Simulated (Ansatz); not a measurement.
# KMgF3 (Pm-3m) in Ansatz: convergence with n extra bands

Aim: find how far n extra bands must go before the results for KMgF3 settle, at r2SCAN. This setting moves, with any that are tied to it; all else stays.

All numbers are computed with Ansatz 0.2.0; they aren't measurements. Logs are shortened: lines on timing, memory, paths and dates and some standing lists are left out, and cuts for length are marked.

**1. The crystal as given**

It takes space group Pm-3m (No. 221, cubic). Conventional cell: a = 3.986 Å, b = 3.986 Å, c = 3.986 Å, α = 90.00°, β = 90.00°, γ = 90.00°. K (site symmetry m-3m) is surrounded by 12 F at 2.82 Å. Mg (site symmetry m-3m) is surrounded by 6 F at 1.99 Å. F (site symmetry 4/mmm) is surrounded by 2 Mg at 1.99 Å.

**2. With n extra bands 1**

File input.yaml:

```yaml
crystal:
  lattice:
    - [3.9859, 0.0, 0.0]
    - [0.0, 3.9859, 0.0]
    - [0.0, 0.0, 3.9859]
  atoms:
    - { symbol: K, position: [0.5, 0.5, 0.5] }
    - { symbol: Mg, position: [0.0, 0.0, 0.0] }
    - { symbol: F, position: [0.0, 0.0, 0.5] }
    - { symbol: F, position: [0.0, 0.5, 0.0] }
    - { symbol: F, position: [0.5, 0.0, 0.0] }
hamiltonian:
  xc: r2scan
  pseudopotentials: { kind: nc, source: spms }
kpoints:
  mp_grid: { grid: [6, 6, 6] }
scf:
  occupations: { method: fermi_dirac, width: 0.05 }
  n_extra_bands: 1
output:
  forces: true
  stress: true
  eigenvalues: true
```

Potentials or basis: SPMS NC.

Run with:

```
$ ansatz run input.yaml --threads 2 --pin off --max-ram 5632MiB --backend cpu --events-out ev --progress --plain --runs-dir out
```

It took 6.8 s on 2 threads of Arm Neoverse V1, shared host; peak memory 0.65 GiB.

Results:

* Free energy: -4380.1836 eV
* Pressure: 0.0 GPa
* Band gap on the k mesh: 8.05 eV, indirect (least direct gap 8.38 eV)

**3. With n extra bands 2**

input.yaml: that of step 2 with these lines changed.

```diff
@@ -18,3 +18,3 @@
   occupations: { method: fermi_dirac, width: 0.05 }
-  n_extra_bands: 1
+  n_extra_bands: 2
 output:
```

Potentials or basis: SPMS NC.

Run with:

```
$ ansatz run input.yaml --threads 2 --pin off --max-ram 5632MiB --backend cpu --events-out ev --progress --plain --runs-dir out
```

It took 7.5 s on 2 threads of Arm Neoverse V1, shared host; peak memory 0.65 GiB.

What came out:

```
Free energy            : -4380.1836 eV
Pressure               : 0.0 GPa
Band gap on the k mesh : 8.05 eV, indirect (least direct gap 8.38 eV)
```

**4. With n extra bands 4**

input.yaml: that of step 3 with these lines changed.

```diff
@@ -18,3 +18,3 @@
   occupations: { method: fermi_dirac, width: 0.05 }
-  n_extra_bands: 2
+  n_extra_bands: 4
 output:
```

Run with:

```
$ ansatz run input.yaml --threads 2 --pin off --max-ram 5632MiB --backend cpu --events-out ev --progress --plain --runs-dir out
```

Run time: 7.3 s. Hardware: 2 threads of Arm Neoverse V1, shared host; peak memory 0.65 GiB.

What came out:

| Property | Result |
| --- | --- |
| Free energy | -4380.1836 eV |
| Pressure | 0.0 GPa |
| Band gap on the k mesh | 8.05 eV, indirect (least direct gap 8.38 eV) |

**5. With n extra bands 8**

input.yaml: that of step 4 with these lines changed.

```diff
@@ -18,3 +18,3 @@
   occupations: { method: fermi_dirac, width: 0.05 }
-  n_extra_bands: 4
+  n_extra_bands: 8
 output:
```

Run with:

```
$ ansatz run input.yaml --threads 2 --pin off --max-ram 5632MiB --backend cpu --events-out ev --progress --plain --runs-dir out
```

Wall time 8.4 s (2 threads of Arm Neoverse V1, shared host); peak memory 0.66 GiB.

The run converged. Its results:

```
Free energy            : -4380.1836 eV
Pressure               : 0.0 GPa
Band gap on the k mesh : 8.05 eV, indirect (least direct gap 8.38 eV)
```

**6. With n extra bands 16**

input.yaml: that of step 5 with these lines changed.

```diff
@@ -18,3 +18,3 @@
   occupations: { method: fermi_dirac, width: 0.05 }
-  n_extra_bands: 8
+  n_extra_bands: 16
 output:
```

Potentials or basis: SPMS NC.

Run with:

```
$ ansatz run input.yaml --threads 2 --pin off --max-ram 5632MiB --backend cpu --events-out ev --progress --plain --runs-dir out
```

Run time: 8.9 s. Hardware: 2 threads of Arm Neoverse V1, shared host; peak memory 0.68 GiB.

It converged, with:

```yaml
Free_energy: -4380.1836 eV
Pressure: 0.0 GPa
Band_gap_on_the_k_mesh: 8.05 eV, indirect (least direct gap 8.38 eV)
```

**7. With n extra bands 32**

input.yaml: that of step 6 with these lines changed.

```diff
@@ -18,3 +18,3 @@
   occupations: { method: fermi_dirac, width: 0.05 }
-  n_extra_bands: 16
+  n_extra_bands: 32
 output:
```

Potentials or basis: SPMS NC.

Run with:

```
$ ansatz run input.yaml --threads 2 --pin off --max-ram 5632MiB --backend cpu --events-out ev --progress --plain --runs-dir out
```

Output:

```text
Warning: hamiltonian.xc reads the kinetic-energy density τ on the library's norm-conserving files, and those of K, Mg, F were made for PBE. This build holds files of K, Mg, F that were made for r²SCAN, which a deck under this functional can read where it names no table (hamiltonian.pseudopotentials.accuracy or source), types no xc_functional and has no exact exchange, max_exx_coeff or level of output.embedding that keeps them out. To compare such runs, type hamiltonian.pseudopotentials: {kind: paw, frozen_core: stored} on both or, where PAW refuses one, {kind: nc, accuracy: standard}
Warning: RAYON_NUM_THREADS=2 ignored (pool sized by the plan → 2); use --threads N
scf.n_extra_bands = 32 over 20 filled bands (N_el = 40.0): the run solves 52 bands
Engine: ansatz 0.2.0, aarch64-unknown-linux-gnu
Pseudopotentials: kind: nc
Pseudopotential: K, nc, valence charge 9, recommended cutoff 353.74802119784397 eV (normal), K.nc.azcp
Pseudopotential: Mg, nc, valence charge 10, recommended cutoff 761.918814887664 eV (normal), Mg.nc.azcp
Pseudopotential: F, nc, valence charge 7, recommended cutoff 1006.821291101556 eV (normal), F.nc.azcp
Functional definition: r2SCAN
  parameter k0 = 0.174
  parameter k1 = 0.065
  parameter a1 = 4.9479
  exchange = r2scan_x(k0 = k0, k1 = k1, a1 = a1)
  correlation = r2scan_c
Crystal: 5 atoms, lattice volume = 63.326 Å³
Basis set: ecut = 1006.821291101556 eV, 4625 PW (Γ), exchange–correlation on 180×180×180 points (64 copies of the dense FFT grid, shifted against one another)
Bands: 52, of which v1, the nominal top of the filled ones, is band 20 counted from 1 (19 counted from 0)
Symmetry: 48 space group operations
Space group: Pm-3m (ITA 221), of the structure as read, at distance tolerance 4.0e-5 Å
k-points: 20 of 216
Non-local potential: K, projectors of the file, l = 0: 2, l = 1: 2, l = 2: 2
Non-local potential: Mg, projectors of the file, l = 0: 2, l = 1: 2
Non-local potential: F, projectors of the file, l = 0: 2, l = 1: 2, l = 2: 1
Initial density: superposition of atomic densities (chi_scale 0.1, normalization cell, long waves kept (reshape's long-wave potential 0.00 eV rms))
Initial wavefunctions: pseudopotential atomic-orbital guess
Functional: x = r2scan, c = r2scan; τ floored in thin density (d = 2e-4 eV/Å³)
SCF iter   1: F=—  HF=-4383.612694 eV  |F-HF|=—  |Δ(HF+E_count)|=         —  Δρ=1.29e-1  dr2=8.12e0  dr2_τ=3.13e0  ethr=3.10e-3  ⟨swp⟩=9.1  Hψ=6898  notcnv=0  defer=182
preconditioner: auto → Resta (q_TF=auto, 2.527 Å⁻¹)  ε∞=1.7  [insulator: Δε(μ)=5.854 eV  Ē_g=29.692 eV  σ=0.050 eV  W_gap=1.00  n_scr=18 (ndim 8)  ℏωp=25.6 eV  f_vac=0.000  D(μ)=0.00/eV (n_scr^D=0)  ε∞_Penn≈1.7]
SCF iter   2: F=—  HF=-4380.558937 eV  |F-HF|=—  |Δ(HF+E_count)|=    3.05e0  Δρ=3.95e-2  dr2=8.42e-1  dr2_τ=3.62e0  ethr=3.10e-3  ⟨swp⟩=3.0  Hψ=1856  notcnv=0  defer=504
SCF iter   3: F=—  HF=-4380.203254 eV  |F-HF|=—  |Δ(HF+E_count)|=   3.56e-1  Δρ=1.47e-2  dr2=1.10e-1  dr2_τ=2.57e-1  ethr=2.11e-3  ⟨swp⟩=2.2  Hψ=1051  notcnv=0  defer=504
SCF iter   4: F=—  HF=-4380.181448 eV  |F-HF|=—  |Δ(HF+E_count)|=   2.18e-2  Δρ=4.36e-3  dr2=5.91e-3  dr2_τ=7.59e-3  ethr=2.74e-4  ⟨swp⟩=2.9  Hψ=1119  notcnv=0  defer=504
SCF iter   5: F=—  HF=-4380.183659 eV  |F-HF|=—  |Δ(HF+E_count)|=   2.21e-3  Δρ=6.28e-4  dr2=1.25e-4  dr2_τ=3.08e-4  ethr=1.48e-5  ⟨swp⟩=2.1  Hψ=1064  notcnv=0  defer=504
SCF iter   6: F=—  HF=-4380.183677 eV  |F-HF|=—  |Δ(HF+E_count)|=   1.83e-5  Δρ=8.37e-5  dr2=2.78e-6  dr2_τ=4.54e-6  ethr=3.13e-7  ⟨swp⟩=2.4  Hψ=880  notcnv=0  defer=504
SCF iter   7: F=—  HF=-4380.183582 eV  |F-HF|=—  |Δ(HF+E_count)|=   9.52e-5  Δρ=2.57e-5  dr2=1.12e-7  dr2_τ=3.36e-7  ethr=6.94e-9  ⟨swp⟩=2.5  Hψ=1547  notcnv=0  defer=504
SCF iter   8: F=-4380.183582 eV  HF=-4380.183582 eV  |F-HF|=1.98e-10  |Δ(HF+E_count)|=   8.67e-9  Δρ=2.08e-6  dr2=9.50e-10  dr2_τ=5.19e-9  ethr=2.50e-10  ⟨swp⟩=15.2  Hψ=8567  notcnv=0
SCF 1 converged in 8 iterations: F = -4380.183582 eV  dr2 = 9.50e-10
SCF converged after 8 iterations
Free energy (F): -4380.183582 eV
Harris-Foulkes:  -4380.183582 eV  (|F-HF|=1.98e-10)
Internal energy: -4380.183582 eV  (E = F + TS)
E sigma→0 (E₀):  -4380.183582 eV
Fermi energy:    6.551712 eV
--- Per-component energies (eV) ---
  E_band       = -540.957813
  E_kinetic    = 2324.268417
  E_local      = -4235.950066  (includes V_loc(G=0)·N_el)
  E_nonlocal   = -148.105980
  E_hartree    = 1252.756218
  E_xc         = -851.514615
  E_vxc        = -1066.414951  (∫ρ·V_xc dr)
  E_vtau       = 79.732295  (kinetic-family band-sum trace: ∫τ·v_τ [+ j·A + Jᵃ·Aᵃ] dr)
  E_ewald      = -2721.637555
  E_smearing   = -0.000000  (= −TS)
  E_closure    = 0.000000  (closes the sum)
  Σ components = -4380.183582   (vs F -4380.183582, Δ=0.00e0)
--- Forces (eV/Å), atoms counted from 1 ---
  atom   1  K     -0.00000000     0.00000000     0.00000000
  atom   2  Mg     0.00000000     0.00000000     0.00000000
  atom   3  F      0.00000000     0.00000000     0.00000000
  atom   4  F      0.00000000     0.00000000     0.00000000
  atom   5  F     -0.00000000    -0.00000000    -0.00000000
  max |Σ_I F_I| component: 3.12e-29 eV/Å
--- Stress (GPa, compression-positive) ---
       -0.043405       0.000000       0.000000
        0.000000      -0.043405       0.000000
        0.000000       0.000000      -0.043405
  P = ⅓ Tr σ = -0.0434 GPa (-0.434 kbar)
--- Band table (eV; the first three rows and the last of 20) ---
  k-point 0: bands = ["-71.1733", "-35.9887", "-35.9887", "-35.9887", "-24.4054", "-19.3359", "-18.7453", "-18.7453", "-6.8416", "-6.8416", "-6.8416", "0.0378", "0.0378", "0.0378", "1.8151", "1.8151", "1.8151", "2.1201", "2.1201", "2.1201", "10.4992", "13.3149", "13.3149", "15.6744", "15.6744", "15.6744", "17.7586", "20.6931", "20.6931", "20.6931", "22.8669", "22.8669", "22.8669", "25.2433", "25.2433", "28.7320", "28.7320", "28.7320", "29.4771", "29.4771", "29.4771", "30.1208", "32.8210", "32.8210", "34.8762", "34.8762", "34.8762", "35.7934", "35.7934", "35.7934", "38.2805", "38.2805"]
  k-point 1: bands = ["-71.1732", "-35.9908", "-35.9886", "-35.9886", "-24.3983", "-19.3066", "-18.7742", "-18.7435", "-6.8401", "-6.8281", "-6.8281", "0.0590", "0.0702", "0.0702", "1.7543", "1.7610", "1.7610", "1.8672", "2.0670", "2.0670", "10.9948", "13.5690", "13.6130", "15.8012", "15.8197", "15.8197", "17.7232", "20.5022", "20.6436", "20.6436", "22.3243", "22.8834", "22.8834", "24.5994", "25.2530", "27.9381", "28.6538", "28.9244", "28.9244", "29.6183", "29.6183", "30.5626", "33.1948", "33.6304", "34.1869", "34.1869", "34.2428", "35.5471", "36.9491", "36.9491", "38.7703", "38.9280"]
  k-point 2: bands = ["-71.1732", "-35.9950", "-35.9885", "-35.9885", "-24.3840", "-19.2379", "-18.8419", "-18.7400", "-6.8372", "-6.8008", "-6.8008", "0.1405", "0.1405", "0.1579", "1.3379", "1.6360", "1.6462", "1.6462", "1.9637", "1.9637", "12.2138", "14.1095", "14.1136", "16.0940", "16.1165", "16.1165", "17.5505", "19.9731", "20.5374", "20.5375", "21.3575", "22.9233", "22.9233", "23.7086", "25.2406", "26.6666", "27.1182", "28.8761", "28.8761", "30.5782", "30.5782", "31.1563", "32.7065", "33.6121", "33.6623", "33.6623", "35.1842", "37.6044", "38.3093", "38.3093", "39.5401", "39.5401"]
  k-point 19: bands = ["-71.1731", "-35.9967", "-35.9967", "-35.9967", "-24.3451", "-18.8878", "-18.8878", "-18.8878", "-7.0246", "-7.0246", "-7.0246", "-1.4077", "0.7723", "0.7723", "0.7723", "1.3009", "1.3009", "2.4515", "2.4515", "2.4515", "13.8219", "13.8219", "13.8219", "17.4644", "17.4644", "17.5210", "18.6214", "18.6214", "18.6214", "19.0136", "21.0825", "21.0825", "21.0825", "27.7415", "27.7415", "27.7415", "28.0104", "28.0104", "28.0104", "31.3616", "31.3616", "31.3616", "33.5492", "34.2465", "34.2465", "35.2861", "35.2861", "35.2861", "36.0439", "36.0439", "36.0439", "36.8506"]
```

Run time: 11 s. Hardware: 2 threads of Arm Neoverse V1, shared host; peak memory 0.7 GiB.

Results:

```
Free energy            : -4380.1836 eV
Pressure               : 0.0 GPa
Band gap on the k mesh : 8.05 eV, indirect (least direct gap 8.38 eV)
```

**8. The series at a glance**

```
n extra bands  energy less the tightest run, at zero smearing (meV/atom)  SCF cycles  CPU time (s)  peak memory (GiB)
            1                                                       0.00           8            13               0.65
            2                                                       0.00           8            15               0.65
            4                                                       0.00           8            14               0.65
            8                                                       0.00           8            16               0.66
           16                                                       0.00           8            18               0.68
           32                                                       0.00           8            22                0.7
```

Against the tightest run, the energy stays within 1 meV/atom from 1 on. The tightest run that finished is the yardstick and may itself not be fully converged.

Caveats: the meta-GGA runs on potentials made for a GGA; the potentials were made for another functional, which shifts forces and pressure.
